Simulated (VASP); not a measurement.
# BeS (F-43m) in VASP: a series of runs

Aim: see how the results for BeS move with the level of theory and the settings. Levels: HSE06, HSE03, PBE0, r2SCAN-EpsX, r2SCAN. Tasks: band structure.

Everything below comes from runs of VASP 6.6.1. Logs are shortened: lines on timing, memory, paths and dates and some standing lists are left out, and cuts for length are marked.

### 1 Starting point

The structure is cubic, space group F-43m (No. 216). The conventional cell has a = 4.850 Å, b = 4.850 Å, c = 4.850 Å, α = 90.00°, β = 90.00°, γ = 90.00°. S (site symmetry -43m) has 4 Be at 2.10 Å as nearest neighbours. Be (site symmetry -43m) has 4 S at 2.10 Å as nearest neighbours.

### 2 Band structure, HSE06

POSCAR reads:

```
BeS
1.0
    0.0000000000      2.4250000000      2.4250000000
    2.4250000000      0.0000000000      2.4250000000
    2.4250000000      2.4250000000      0.0000000000
S Be
1 1
Direct
    0.7500000000      0.7500000000      0.7500000000
    0.0000000000      0.0000000000      0.0000000000
```

INCAR.step1 reads:

```
ALGO     = Normal         # electronic algorithm
EDIFF    = 1E-5           # SCF threshold, eV
ENCUT    = 520            # plane-wave cutoff, eV
GGA      = PE             # functional
ISIF     = 2              # what is computed and relaxed
ISMEAR   = 0              # smearing method
KPAR     = 4            
LASPH    = T              # aspherical terms in the spheres
LCHARG   = F              # write CHGCAR
LREAL    = F              # projectors in reciprocal space
LWAVE    = T              # write WAVECAR
NELM     = 100            # most SCF steps
PREC     = Accurate       # precision mode
SIGMA    = 0.02           # smearing width, eV
```

INCAR.step2 reads:

```
ALGO     = Normal         # electronic algorithm
EDIFF    = 1E-7           # SCF threshold, eV
ENCUT    = 520            # plane-wave cutoff, eV
GGA      = PE             # functional
HFSCREEN = 0.2            # screening, 1/A
ISIF     = 2              # what is computed and relaxed
ISMEAR   = 0              # smearing method
ISTART   = 1            
KPAR     = 4            
LASPH    = T              # aspherical terms in the spheres
LCHARG   = F              # write CHGCAR
LHFCALC  = T              # exact exchange
LREAL    = F              # projectors in reciprocal space
LWAVE    = F              # write WAVECAR
NELM     = 100            # most SCF steps
PREC     = Accurate       # precision mode
PRECFOCK = Fast         
SIGMA    = 0.02           # smearing width, eV
```

KPOINTS reads:

```
k-points
0
Gamma
  6 6 6
```

KPOINTS_OPT reads:

```
path GXWKGLUWLK,UX
8
line-mode
reciprocal
 0.0000000000  0.0000000000  0.0000000000  G
 0.5000000000  0.0000000000  0.5000000000  X

 0.5000000000  0.0000000000  0.5000000000  X
 0.5000000000  0.2500000000  0.7500000000  W

 0.5000000000  0.2500000000  0.7500000000  W
 0.3750000000  0.3750000000  0.7500000000  K

 0.3750000000  0.3750000000  0.7500000000  K
 0.0000000000  0.0000000000  0.0000000000  G

 0.0000000000  0.0000000000  0.0000000000  G
 0.5000000000  0.5000000000  0.5000000000  L

 0.5000000000  0.5000000000  0.5000000000  L
 0.6250000000  0.2500000000  0.6250000000  U

 0.6250000000  0.2500000000  0.6250000000  U
 0.5000000000  0.2500000000  0.7500000000  W

 0.5000000000  0.2500000000  0.7500000000  W
 0.5000000000  0.5000000000  0.5000000000  L

 0.5000000000  0.5000000000  0.5000000000  L
 0.3750000000  0.3750000000  0.7500000000  K

 0.6250000000  0.2500000000  0.6250000000  U
 0.5000000000  0.0000000000  0.5000000000  X
```

Potentials or basis: VASP PAW PBE potentials, release 64 (S, Be).

On the command line:

```
> cat potpaw_PBE.64/S/POTCAR potpaw_PBE.64/Be/POTCAR > POTCAR
> cp INCAR.step1 INCAR
> mpirun -np 4 vasp_std > vasp.out
> cp INCAR.step2 INCAR
> mpirun -np 4 vasp_std > vasp.out
```

OUTCAR:

```text
EDIFF = 1E-7
   ENCUT = 520
   GGA = PE
   HFSCREEN = 0.2
   ISIF = 2
   ISMEAR = 0
   ISTART = 1
   LASPH = T
   LHFCALC = T
   LREAL = F
   NELM = 100
   PREC = Accurate
   PRECFOCK = Fast

 ion  position               nearest neighbor table
   1  0.750  0.750  0.750-   2 2.10   2 2.10   2 2.10   2 2.10
   2  0.000  0.000  0.000-   1 2.10   1 2.10   1 2.10   1 2.10

  LATTYP: Found a face centered cubic cell.
 ALAT       =     4.8500000000

  Lattice vectors:

 A1 = (   0.0000000000,   2.4250000000,   2.4250000000)
 A2 = (   2.4250000000,   0.0000000000,   2.4250000000)
 A3 = (   2.4250000000,   2.4250000000,   0.0000000000)

Analysis of symmetry for initial positions (statically):
=====================================================================
 Subroutine PRICEL returns:
 Original cell was already a primitive cell.

 Routine SETGRP: Setting up the symmetry group for a
 face centered cubic supercell.

 Subroutine GETGRP returns: Found 24 space group operations
 (whereof 24 operations were pure point group operations)
 out of a pool of 48 trial point group operations.

The static configuration has the point symmetry T_d .

Analysis of symmetry for dynamics (positions and initial velocities):
=====================================================================
 Subroutine PRICEL returns:
 Original cell was already a primitive cell.

 Routine SETGRP: Setting up the symmetry group for a
 face centered cubic supercell.

 Subroutine GETGRP returns: Found 24 space group operations
 (whereof 24 operations were pure point group operations)
 out of a pool of 48 trial point group operations.

The dynamic configuration has the point symmetry T_d .

 Subroutine INISYM returns: Found 24 space group operations
 (whereof 24 operations are pure point group operations),
 and found     1 'primitive' translations

----------------------------------------------------------------------------------------

                                     Primitive cell

  volume of cell :      28.5210

  direct lattice vectors                    reciprocal lattice vectors
     0.000000000  2.425000000  2.425000000    -0.206185567  0.206185567  0.206185567
     2.425000000  0.000000000  2.425000000     0.206185567 -0.206185567  0.206185567
     2.425000000  2.425000000  0.000000000     0.206185567  0.206185567 -0.206185567

  length of vectors
     3.429467889  3.429467889  3.429467889     0.357123878  0.357123878  0.357123878

  position of ions in fractional coordinates (direct lattice)
     0.750000000  0.750000000  0.750000000
     0.000000000  0.000000000  0.000000000

  ion indices of the primitive-cell ions
   primitive index   ion index
                 1           1
                 2           2

----------------------------------------------------------------------------------------

 KPOINTS: k-points

Automatic generation of k-mesh.
 Grid dimensions read from file:
 generate k-points for:    6    6    6

 Generating k-lattice:

  Cartesian coordinates                     Fractional coordinates (reciprocal lattice)
    -0.034364261  0.034364261  0.034364261     0.166666667  0.000000000  0.000000000
     0.034364261 -0.034364261  0.034364261     0.000000000  0.166666667  0.000000000
     0.034364261  0.034364261 -0.034364261     0.000000000  0.000000000  0.166666667

  Length of vectors
     0.059520646  0.059520646  0.059520646

  Shift w.r.t. Gamma in fractional coordinates (k-lattice)
     0.000000000  0.000000000  0.000000000

 Subroutine IBZKPT returns following result:
 ===========================================

 Found     16 irreducible k-points:

 Following reciprocal coordinates:
            Coordinates               Weight
  0.000000  0.000000  0.000000      1.000000
  0.166667  0.000000  0.000000      8.000000
  0.333333  0.000000  0.000000      8.000000
  0.500000  0.000000  0.000000      4.000000
  0.166667  0.166667  0.000000      6.000000
  0.333333  0.166667  0.000000     24.000000
[... 8 lines left out ...]
 -0.333333  0.333333  0.166667     24.000000
 -0.333333  0.500000  0.166667     12.000000
   k-points           NKPTS =     16   k-points in BZ     NKDIM =    216   number of bands    NBANDS=      8
   number of dos      NEDOS =    301   number of ions     NIONS =      2
   total plane-waves  NPLWV =  21952
   dimension x,y,z NGX =    28 NGY =   28 NGZ =   28
   dimension x,y,z NGXF=    56 NGYF=   56 NGZF=   56
   ions per type =               1   1
   NGX,Y,Z   is equivalent  to a cutoff of  13.57, 13.57, 13.57 a.u.
   NGXF,Y,Z  is equivalent  to a cutoff of  27.15, 27.15, 27.15 a.u.
 SYSTEM =  unknown system
   PREC   = accura    normal or accurate (medium, high low for compatibility)
   ISTART =      1    job   : 0-new  1-cont  2-samecut
   ICHARG =      0    charge: 1-file 2-atom 10-const
   ISPIN  =      1    spin polarized calculation?
   LNONCOLLINEAR =      F non collinear calculations
   LSORBIT =      F    spin-orbit coupling
   LASPH  =      T    aspherical Exc in radial PAW
   ENCUT  =  520.0 eV  38.22 Ry    6.18 a.u.   6.38  6.38  6.38*2*pi/ulx,y,z
   NELM   =    100;   NELMIN=  2; NELMDL=  0     # of ELM steps
   EDIFF  = 0.1E-06   stopping-criterion for ELM
   LREAL  =      F    real-space projection
   EDIFFG = 0.1E-05   stopping-criterion for IOM
   NSW    =      0    number of steps for IOM
   IBRION =     -1    ionic relax: 0-MD 1-quasi-New 2-CG
   NFREE  =      0    steps in history (QN), initial steepest desc. (CG)
   ISIF   =      2    stress and relaxation
   ISYM   =      3    0-nonsym 1-usesym 2-fastsym
   POTIM  = 0.5000    time-step for ionic-motion
   TEBEG  =    0.0;   TEEND  =   0.0 temperature during run
   PSTRESS=    0.0 pullay stress
   NELECT =       8.0000    total number of electrons
   NUPDOWN=      -1.0000    fix difference up-down
   EMIN   =  10.00;   EMAX   =-10.00  energy-range for DOS
   EFERMI =   0.00;   METHOD = LEGACY
   ISMEAR =     0;   SIGMA  =   0.02  broadening in eV -4-tet -1-fermi 0-gaus
   EFERMI_NEDOS =   21; number of points for ismear=-14 and -15
   IALGO  =     38    algorithm
   IMIX   =      1    mixing-type and parameters
     AMIX     =   0.40;   BMIX     =  1.00
     AMIX_MAG =   1.60;   BMIX_MAG =  1.00
  volume/ion in A,a.u.               =      14.26        96.23
  Fermi-wavevector in a.u.,A,eV,Ry     =   1.071642  2.025110 15.625158  1.148417
  Thomas-Fermi vector in A             =   2.207388
   LORBIT       =      0    0 simple, 1 ext, 2 COOP (PROOUT), +10 PAW based schemes
   GGA     = PE    functional components
   LHFCALC =     T    Hartree Fock is set to
   PRECFOCK=fast      Normal, Fast or Accurate (Low or Medium for compatibility)
   ENCUT4O =  -1.0   cutoff for four orbital integrals eV
   NKREDX  =     1    reduce k-point grid by
   NKREDY  =     1    reduce k-point grid by
   NKREDZ  =     1    reduce k-point grid by
   AEXX    =    0.2500 exact exchange contribution
   HFSCREEN=    0.2000 screening length (either q_TF or 0.3 A-1)
   HFSCREENC=   0.2000 screening length for correlation (either q_TF or 0.3 A-1)
   ENCUTFOCK=  -1.0 apply spherical cutoff to Coloumb kernel
   IVDW    =     0    specifies the selected vdW correction
   LEPSILON=     F    determine dielectric tensor
   LRPA    =     F    only Hartree local field effects (RPA)
 non-spin polarized calculation
 Gauss-broadening in eV      SIGMA  =   0.02
  energy-cutoff  :      520.00
  volume of cell :       28.52
 maximum number of plane-waves:       778
 NGX is ok and might be reduce to    28
  NGX = 16; NGY = 16; NGZ = 16

 number of electron       7.9999999 magnetization

 Free energy of the ion-electron system (eV)
  ---------------------------------------------------
  ext. energy  EPLUGINS =         0.00000000
  ---------------------------------------------------
  free energy    TOTEN  =       -11.40946985 eV

  energy without entropy =      -11.40946985  energy(sigma->0) =      -11.40946985

 E-fermi :   3.6854     XC(G=0):  -8.0749

 val. band max:        3.5094311304   @ k =   0.0000   0.0000   0.0000
 cond. band min:       7.5795338262   @ k =   0.5000   0.5000   0.0000
 fundamental gap:      4.0701026958
 Fermi energy:         3.6854180313

 k-point     1 :       0.0000    0.0000    0.0000
  band No.  band energies     occupation
      1     -11.5828      2.00000
      2       3.5094      2.00000
      3       3.5094      2.00000
      4       3.5094      2.00000
      5      10.3962      0.00000
      6      10.3962      0.00000
      7      10.3962      0.00000
      8      10.5948      0.00000

 k-point     2 :       0.1667    0.0000    0.0000
  band No.  band energies     occupation
      1     -11.2401      2.00000
      2       1.4730      2.00000
      3       3.1615      2.00000
      4       3.1615      2.00000
      5      10.2794      0.00000
      6      10.9993      0.00000
      7      10.9993      0.00000
      8      12.7038      0.00000

 k-point     3 :       0.3333    0.0000    0.0000
  band No.  band energies     occupation
      1     -10.3836      2.00000
      2      -1.4855      2.00000
      3       2.6117      2.00000
      4       2.6117      2.00000
      5      10.1876      0.00000
      6      11.4274      0.00000
      7      11.4274      0.00000
      8      15.3388      0.00000

 k-point     4 :       0.5000    0.0000    0.0000
  band No.  band energies     occupation
      1      -9.8022      2.00000
      2      -2.8542      2.00000
      3       2.3846      2.00000
      4       2.3846      2.00000
      5      10.1396      0.00000
      6      11.3038      0.00000
      7      11.3038      0.00000
      8      16.0837      0.00000

 k-point     5 :       0.1667    0.1667    0.0000
  band No.  band energies     occupation
      1     -11.1260      2.00000
      2       1.8528      2.00000
      3       2.5135      2.00000
      4       2.5135      2.00000
      5       9.6323      0.00000
      6      12.0564      0.00000
      7      12.0749      0.00000
      8      12.0749      0.00000
[... 89 lines left out ...]
 k-point    14 :       0.5000    0.3333    0.1667
  band No.  band energies     occupation
      1      -9.7497      2.00000
      2      -1.3008      2.00000
      3       0.2504      2.00000
      4       1.4471      2.00000
      5      10.4115      0.00000
      6      11.7236      0.00000
      7      12.6795      0.00000
      8      15.3348      0.00000

 k-point    15 :      -0.3333    0.3333    0.1667
  band No.  band energies     occupation
      1      -9.3254      2.00000
      2      -1.8320      2.00000
      3      -0.2553      2.00000
      4       0.9314      2.00000
      5      10.8106      0.00000
      6      11.7984      0.00000
      7      14.4339      0.00000
      8      15.2121      0.00000

 k-point    16 :      -0.3333    0.5000    0.1667
  band No.  band energies     occupation
      1      -9.1534      2.00000
      2      -1.5705      2.00000
      3      -0.2208      2.00000
      4       0.0643      2.00000
      5       9.7241      0.00000
      6      11.3672      0.00000
      7      15.0138      0.00000
      8      15.5202      0.00000

------------------------ aborting loop because EDIFF is reached ----------------------------------------

  FORCE on cell =-STRESS in cart. coord.  units (eV):
  Direction    XX          YY          ZZ          XY          YZ          ZX
  --------------------------------------------------------------------------------------
  -------------------------------------------------------------------------------------
  Total        0.0104301      0.0104301      0.0104301     -0.0000000     -0.0000000      0.0000000
  in kB        0.5859132      0.5859132      0.5859132     -0.0000000     -0.0000000      0.0000000
  external PRESSURE =       0.5859132 kB  Pullay stress =       0.0000000 kB

 VOLUME and BASIS-vectors are now :
 -----------------------------------------------------------------------------
  energy-cutoff  :      520.00
  volume of cell :       28.52
      direct lattice vectors                 reciprocal lattice vectors
     0.000000000  2.425000000  2.425000000    -0.206185567  0.206185567  0.206185567
     2.425000000  0.000000000  2.425000000     0.206185567 -0.206185567  0.206185567
     2.425000000  2.425000000  0.000000000     0.206185567  0.206185567 -0.206185567

 POSITION                                       TOTAL-FORCE (eV/Angst)
 -----------------------------------------------------------------------------------
      3.63750      3.63750      3.63750        -0.000000      0.000000     -0.000000
      0.00000      0.00000      0.00000         0.000000     -0.000000      0.000000
 -----------------------------------------------------------------------------------
    total drift:                                0.000000      0.000000      0.000000

  FREE ENERGIE OF THE ION-ELECTRON SYSTEM (eV)
  ---------------------------------------------------
  free  energy   TOTEN  =       -11.4094698455 eV

  energy  without entropy=      -11.4094698455  energy(sigma->0) =      -11.40946985
```

Wall time 1.7 min (4 MPI ranks of Intel Xeon Platinum 8488C (Sapphire Rapids), shared host); peak memory 0.26 GiB.

Results:

```
Free energy             : -11.4095 eV
Pressure                : 0.1 GPa
Band gap on the k mesh  : 4.07 eV, indirect (least direct gap 6.89 eV)
Band gap along the path : 4.07 eV, indirect (least direct gap 6.87 eV)
```

Levels at the corners of the path, in eV from the valence-band top:
| point | band 1 | band 2 | band 3 | band 4 | band 5 | band 6 | band 7 | band 8 |
| --- | --- | --- | --- | --- | --- | --- | --- | --- |
| Γ | -15.09 | 0.00 | 0.00 | 0.00 | 6.89 | 6.89 | 6.89 | 7.09 |
| X | -12.71 | -5.55 | -2.88 | -2.88 | 4.07 | 5.98 | 14.55 | 14.55 |
| X | -12.71 | -5.55 | -2.88 | -2.88 | 4.07 | 5.98 | 14.55 | 14.55 |
| W | -12.65 | -4.71 | -4.21 | -3.61 | 7.59 | 9.35 | 9.84 | 10.30 |
| W | -12.65 | -4.71 | -4.21 | -3.61 | 7.59 | 9.35 | 9.84 | 10.30 |
| K | -12.72 | -5.03 | -4.45 | -2.39 | 5.40 | 8.76 | 12.13 | 12.98 |
| K | -12.72 | -5.03 | -4.45 | -2.39 | 5.40 | 8.76 | 12.13 | 12.97 |
| Γ | -15.09 | 0.00 | 0.00 | 0.00 | 6.89 | 6.89 | 6.89 | 7.09 |
| Γ | -15.09 | 0.00 | 0.00 | 0.00 | 6.89 | 6.89 | 6.89 | 7.09 |
| L | -13.31 | -6.36 | -1.12 | -1.12 | 6.63 | 7.79 | 7.79 | 12.57 |
| L | -13.31 | -6.36 | -1.12 | -1.12 | 6.63 | 7.79 | 7.79 | 12.57 |
| U | -12.72 | -5.03 | -4.45 | -2.39 | 5.40 | 8.76 | 12.13 | 12.97 |
| U | -12.72 | -5.03 | -4.45 | -2.39 | 5.40 | 8.76 | 12.13 | 12.98 |
| W | -12.65 | -4.71 | -4.21 | -3.61 | 7.59 | 9.35 | 9.84 | 10.30 |
| W | -12.65 | -4.71 | -4.21 | -3.61 | 7.59 | 9.35 | 9.84 | 10.30 |
| L | -13.31 | -6.36 | -1.12 | -1.12 | 6.63 | 7.79 | 7.79 | 12.57 |
| L | -13.31 | -6.36 | -1.12 | -1.12 | 6.63 | 7.79 | 7.79 | 12.57 |
| K | -12.72 | -5.03 | -4.45 | -2.39 | 5.40 | 8.76 | 12.13 | 12.97 |
| U | -12.72 | -5.03 | -4.45 | -2.39 | 5.40 | 8.76 | 12.13 | 12.98 |
| X | -12.71 | -5.55 | -2.88 | -2.88 | 4.07 | 5.98 | 14.55 | 14.55 |

Caveat: the PAW data sets were made with another functional, which shifts forces and pressure a little.

[end of part 1 of 3]
